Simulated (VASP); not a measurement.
**Zn: equation of state with PBEsol**

The system is Zn.

```
Zn
1.0
     0.00000    1.91897    1.91897
     1.91897    0.00000    1.91897
     1.91897    1.91897    0.00000
Zn
1
Cartesian
  0.0000 0.0000 0.0000
```

This isn't the form of Zn at room conditions, which is hcp.

```yaml
Program: VASP 6.6.1
Task: equation of state
Functional: PBEsol
Potentials_or_basis: VASP PAW PBE potentials, release 64 (Zn)
Cutoff: 520 eV
k_mesh: 10 × 10 × 10
Occupations: fermi-dirac, width 0.05 eV
Spin: no spin polarisation
Ladder: gaps
Further_INCAR_settings: ALGO = Normal; EDIFF = 1e-06
```

* Equilibrium volume: 14.15 Å³/atom
* Bulk modulus: 87 GPa
* Pressure derivative of the bulk modulus: 5.6 (rough: it moves with the points fitted)

Energy against volume, from the lowest point:
| volume (Å³/atom) | energy (meV/atom) |
| --- | --- |
| 13.568 | 7.06 |
| 13.850 | 1.77 |
| 14.133 | 0.00 |
| 14.416 | 1.31 |
| 14.698 | 5.33 |

All runs of the series together: 25 s on 1 thread of Intel(R) Xeon(R) Platinum 8259CL CPU @ 2.50GHz (Skylake/Cascade Lake), with other jobs on the host.

Caveat: the PAW data sets were made with another functional, which shifts forces and pressure a little.
